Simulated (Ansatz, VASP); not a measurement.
# Two plane-wave programs on Si

```
Si
1.0
     0.00000    2.71673    2.71673
     2.71673    0.00000    2.71673
     2.71673    2.71673    0.00000
Si
2
Direct
  0.25000 0.25000 0.25000
  0.00000 0.00000 0.00000
```

Alike in both runs: functional PBEsol; k mesh 12 × 12 × 12; occupations fermi-dirac, width 0.1 eV; no spin polarisation.

Ansatz relaxed the structure, and its values are those at the end. VASP's run is a single point on that final structure, the one shown.

```csv
,VASP,Ansatz
version,VASP 6.6.1,Ansatz 0.2.0
potentials or method,"VASP PAW PBE potentials, release 64 (Si)","PAW with Ansatz's default frozen-core files, scalar-relativistic"
plane-wave cutoff (eV),520,420
valence electrons in the cell,8,8
```

```csv
,VASP,Ansatz,Ansatz less VASP
pressure (GPa),0.1,0.0,-0.10
```

Caveats: the PAW data sets were made with another functional, which shifts forces and pressure a little (VASP).
